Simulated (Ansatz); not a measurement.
# CdO: frozen-core PAW against all-electron methods

```
CELL_PARAMETERS angstrom
0.00000 2.36099 2.36099
2.36099 0.00000 2.36099
2.36099 2.36099 0.00000
ATOMIC_POSITIONS crystal
Cd 0.00000 0.00000 0.00000
O 0.50000 0.50000 0.50000
```

Atom numbers follow the list: Cd1, O2.

Structure from Materials Project entry mp-1132 (possibly hypothetical), not relaxed further.

Levels of theory: DFT, PBE, PAW with Ansatz's default frozen-core files, scalar-relativistic (Ansatz 0.2.0); DFT, PBE, all-electron PAW with datasets made for the crystal, scalar-relativistic (Ansatz 0.2.0); DFT, PBE, all-electron LAPW, scalar-relativistic (Ansatz 0.2.0).

For PAW: a Γ-centred 13×13×13 k mesh, Fermi–Dirac smearing of 0.05 eV, cutoff 420 eV, no spin polarisation. The crystal-made all-electron datasets (AE datasets) take a cutoff of 340 eV at this cell. LAPW targets a basis error of 0.25 meV/atom. The Ansatz runs share mesh, smearing and spin set-up. Plane-wave (PAW) pressures include the program's estimate of the Pulay term.

Stress and pressure are positive in compression.

Levels count from the Fermi level.

| quantity | PAW | AE datasets | LAPW |
| --- | --- | --- | --- |
| pressure (GPa) | 3.90 | 3.89 | 3.89 |
| highest filled level at K (eV) | -1.397 | -1.397 | -1.397 |
| lowest empty level at K (eV) | 5.212 | 5.211 | 5.211 |
| highest filled level at Γ (eV) | -0.604 | -0.602 | -0.603 |
| lowest empty level at Γ (eV) | 14.343 | 14.347 | 14.347 |
| highest filled level at L (eV) | -0.167 | -0.168 | -0.168 |
| lowest empty level at L (eV) | 4.264 | 4.265 | 4.265 |

PAW's pressure differs from the LAPW value by about 0.01 GPa or less. Datasets made for the crystal and LAPW share parts of one code, so their agreement isn't an independent check.
